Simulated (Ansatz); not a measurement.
# Ti2CF2 MXene monolayer in a perpendicular field, part 2 of 2

What dipole does a perpendicular field induce in the Ti2CF2 MXene monolayer? A positive field points along +c.

Ansatz 0.2.0; plane-wave DFT, PBE-D3(BJ), Ansatz PAW.

So far. Step 10 (Relaxing in the field, field 0.1 V/Å): The dipole is 0.0244 e·Å. Step 11 (Field on, atoms free, field -0.1 V/Å): The dipole is -0.0244 e·Å.

### 12. Response, atoms relaxed

This step: plane-wave DFT, PBE-D3(BJ), Ansatz PAW; response to a field along the normal, atoms relaxed (Ansatz 0.2.0).

The same analysis on the two relaxed runs holds the ionic part too; their mesh is coarser, so small differences from the held value can come from that.

Numbers from this step:

```yaml
equivalent_conductor_thickness_p_eps_0ae: 5.557 Å
```

The dipole of the cell by applied field:

```tsv
applied field (V/Å)	dipole of the cell (e·Å)
-0.1000	-0.0244
0.1000	0.0244
```

Local field over the applied field, running mean. From the potentials at -0.1 and 0.1 V/Å; running mean over 2.5 Å. The local field over applied field by z:

```tsv
z (Å)	local field over applied field
4.13	1.000
4.56	1.000
4.99	1.000
5.27	0.999
5.70	0.998
6.12	0.994
6.55	0.979
6.84	0.954
7.26	0.807
7.69	0.799
8.12	0.819
8.40	0.710
8.83	0.445
9.26	0.239
9.69	0.197
9.97	0.157
10.40	-1.7e-5
10.83	-0.0856
11.25	-0.0211
11.54	-0.0211
11.96	-0.0856
12.39	-1.6e-5
12.82	0.157
13.10	0.197
13.53	0.239
13.96	0.445
14.39	0.710
14.67	0.819
15.10	0.799
15.53	0.807
15.95	0.954
16.24	0.979
16.66	0.994
17.09	0.998
17.52	0.999
17.80	1.000
18.23	1.000
18.66	1.000
```

Electrons, planar mean, per unit field. The induced electron density by z:

z (Å), induced electron density (e/Å³ per V/Å) and a bar from the least value:
```
      5.5     0.0000 ###############
      6.0     0.0000 ###############
      6.5     0.0001 ###############
      7.0     0.0002 ###############
      7.5     0.0010 ###############
      8.0     0.0047 #################
      8.5     0.0277 ##########################
      9.0     0.0004 ###############
      9.5    -0.0370 
     10.0    -0.0284 ###
     10.5     0.0232 ########################
     11.0     0.0089 ##################
     11.5    -0.0006 ##############
     12.0    -0.0232 #####
     12.5    -0.0037 #############
     13.0     0.0388 ##############################
     13.5     0.0378 ##############################
     14.0    -0.0318 ##
     14.5    -0.0132 #########
     15.0    -0.0024 ##############
     15.5    -0.0005 ##############
     16.0    -0.0001 ###############
     16.5     0.0000 ###############
     17.0     0.0000 ###############
     17.5     0.0000 ###############
```

The induced dipole is that of a conductor 5.56 Å thick.

### 13. The same run with other settings

This step: plane-wave DFT, PBE-D3(BJ), Ansatz PAW (Ansatz 0.2.0).

An input spoilt on purpose, to show how the run answers: it repeats the earlier run at 0.1 V/Å with total_charge to 4, and scf.max_iter set to 100.

The input, input.yaml:

```yaml
crystal:
  lattice:
    - [3.0297104497, 0.0, 0.0]
    - [-1.5148552248, 2.6238062155, 0.0]
    - [0.0, 0.0, 22.7897370653]
  atoms:
    - { symbol: F, position: [0.3333333333, 0.6666666667, 0.3949146045] }
    - { symbol: Ti, position: [0.6666666667, 0.3333333333, 0.4500084229] }
    - { symbol: C, position: [0.0, 0.0, 0.5] }
    - { symbol: Ti, position: [0.3333333333, 0.6666666667, 0.5499915771] }
    - { symbol: F, position: [0.6666666667, 0.3333333333, 0.6050853955] }
kpoints:
  mp_grid: { grid: [18, 18, 1] }
  band_path:
    path: [[0, 0, 0], [0.5, 0, 0], [0.33333333, 0.33333333, 0], [0, 0, 0]]
    npoints: 16
hamiltonian:
  xc: pbe
  dispersion: d3bj
scf:
  occupations: { method: fermi_dirac, width: 0.02585 }
  convergence: { dr2_threshold: 1.0e-10 }
  max_iter: 100
efield:
  axis: 3
  dipole_correction: true
  ramp_position: 0.97
  ramp_width: 0.06
  amplitude: 0.1
output:
  write_potential: true
  write_density: true
  volumetric_format: npy
total_charge: 4
```

Command:

```sh
$ ansatz run input.yaml --threads 4 --pin off --max-ram 6144MiB --backend cpu --events-out ev --progress --plain --runs-dir out
```

It took 0.02 s on 4 threads of Intel Xeon Platinum 8488C (Sapphire Rapids), shared host; peak memory 0.044 GiB.

The program refused the input before any cycle.

The program's message: “Error: efield: with total_charge ≠ 0 without external_charges — the saw-weighted dipole of a charged cell depends on the ramp position (the isolated-slab reference a dipole correction restores does no …”

The fault put into the input: a net charge in a cell with a dipole correction and no gate.

### 14. A changed input

Another changed input: it repeats the earlier run at 0.1 V/Å with scf.algorithm to direct_min and scf.mixing.preconditioner to local_kerker.

Changes to input.yaml since step 13:

```diff
@@ -22,3 +22,4 @@
   convergence: { dr2_threshold: 1.0e-10 }
-  max_iter: 100
+  algorithm: direct_min
+  mixing: { preconditioner: local_kerker }
 efield:
@@ -33,2 +34 @@
   volumetric_format: npy
-total_charge: 4
```

Elapsed: 15 s, on 4 threads; peak memory 0.67 GiB.

This step gave:

```yaml
energy_at_zero_smearing: -6873.5674 eV
dipole_along_the_normal: 0.02214 e·Å
```

Electronic bands along the path, in eV, zero at the Fermi level:

```tsv
point	band 18	band 19	band 20	band 21	band 22	band 23	band 24	band 25
Γ	-3.89	-2.66	-2.66	-0.04	-0.04	0.19	1.59	1.59
halfway	-4.01	-3.69	-2.92	-1.02	0.88	0.92	1.58	1.69
M	-4.77	-3.48	-2.97	-1.81	1.58	1.95	2.22	2.33
halfway	-4.70	-3.78	-3.50	-0.76	1.36	1.59	1.97	2.22
K	-4.46	-4.46	-3.50	0.42	1.02	1.02	2.00	2.00
halfway	-4.10	-3.68	-3.35	-0.29	-0.11	1.47	1.80	1.88
Γ	-3.89	-2.66	-2.66	-0.04	-0.04	0.19	1.59	1.59
```

```tsv
quantity	this run	earlier run	difference
dipole along the normal (e·Å)	0.02214	0.02214	1.3e-7
```

The dipole moves by under 0.5 % or 5e-5 e·Å.

Of the bands kept, 2 cross the Fermi level on this path.

### 15. Results

| Item | Value |
| --- | --- |
| gap without field | none |
| work function, upper face | 4.79 eV |
| equivalent conductor thickness, atoms held | 5.04 Å |
| equivalent conductor thickness, atoms relaxed | 5.56 Å |

**Reading.** The induced dipole equals that of a perfect conductor 5.04 Å thick, while the outer atoms lie 4.79 Å apart. Letting the atoms follow the field adds 0.52 Å to the equivalent conductor thickness: the ionic part of the response. There is no gap over 0.03 eV, with or without the field. The first relaxation ran with spin and lost its moment, and the later runs have none; other magnetic states were not tried. The MXene's terminations sit over the metal atoms of its far layer; the site over carbon or nitrogen, which some compounds prefer, was not run.

[Logs are printed without paths, hosts, clocks, repeated set-up lines and the standing remarks that a program may print on its own settings, such as how far it seeks lower states.]

[Hosts, paths, dates, database ids (printed as entryN), source tags and the programs' standing remarks are cut or masked in the printed files.]

[Maps of the electrostatic potential energy from Ansatz leave out the sawtooth potential of an applied field or a dipole correction, so their vacuum need not be flat; planar profiles and work functions include it.]
